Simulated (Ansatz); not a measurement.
S: opening a crack plane

S, P4_2/mnm, a = 5.476 Å, c = 2.960 Å. This isn't the element's structure at ambient conditions. Ansatz: PBE+D3(BJ), PAW, 420 eV, Γ-centred 9×16×5 mesh on 8 atoms, Gaussian smearing 0.15 eV; no spin polarisation. One cut on (100) per cell of 8 atoms is opened rigidly by x, between planes of S and S that stand 1.40 Å apart; y is the energy per area (16.211 Å², 1 eV/Å² = 16.02 J/m²).

| x (Å) | y (J/m²) |
| --- | --- |
| 0.00 | 0.000 |
| 0.25 | 0.022 |
| 0.50 | 0.066 |
| 0.75 | 0.116 |
| 1.00 | ? |
| 1.50 | 0.243 |
| 2.00 | 0.301 |
| 3.00 | 0.372 |
| 4.50 | 0.415 |
| 6.00 | 0.430 |

Question: Fit the universal binding curve y = W[1 − (1 + x/l) e^(−x/l)] to the other rows, give the peak stress, and predict the missing value.

Answer: Least squares gives W = 0.424 J/m² and l = 0.779 Å. The stress dy/dx peaks at x = l with W/(e l) = 2.0 GPa, for rigid faces. The last row already stands above W and still climbs, so W understates the work of separation. At x = 1.00: x/l = 1.284, y = 0.156 J/m². The run gave 0.164 J/m², so the fit is 0.008 J/m² too low, within twice the rms miss on the fitted rows (0.007 J/m²).

Cost: 12 runs of about 6.8 core-minutes in all, on Intel Xeon Platinum 8581C (Emerald Rapids) (shared hosts).